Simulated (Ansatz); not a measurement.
Crystal: Hf.

```xyz
2
Lattice="3.1967 0.0000 0.0000 -1.5983 2.7684 0.0000 0.0000 0.0000 5.0578" Properties=species:S:1:pos:R:3 pbc="T T T"
Hf    1.5984    0.9228    3.7934
Hf    0.0000    1.8456    1.2645
```

| Quantity | Value |
| --- | --- |
| Program | Ansatz 0.2.0 |
| Task | relaxation of cell and atoms |
| Functional | PBEsol |
| Potentials or basis | Ansatz PAW |
| Cutoff | 420 eV (not typed: the program's choice for these potentials) |
| k mesh | 10 × 10 × 5 |
| Occupations | fermi-dirac, width 0.05 eV |
| Spin | no spin polarisation |

At the start: volume 22.38 Å³/atom.

How do energy, volume and symmetry change on relaxing?

It ends after 4 steps and the volume is 21.57 Å³/atom (-3.6 %); space group P6_3/mmc (No. 194, to 0.05 Å).

The path:
```tsv
step	energy change (eV)	largest force (eV/Å)	volume (Å³)
1	0.0000	0.0000	44.76
2	-0.0207	0.0000	43.25
3	-0.0208	0.0000	43.14
4	-0.0204	0.0000	43.14
```

Final structure:
```
CELL_PARAMETERS angstrom
3.15931 0.00000 0.00000
-1.57966 2.73604 0.00000
0.00000 0.00000 4.99075
ATOMIC_POSITIONS crystal
Hf 0.66667 0.33333 0.75000
Hf 0.33333 0.66667 0.25000
```

Caveat: the plane-wave basis is chosen anew once the cell has moved, so the energies of steps on either side of that aren't comparable; the PAW data sets come from PBE, with cores solved anew for the run's functional, which leaves a small shift of forces and pressure.
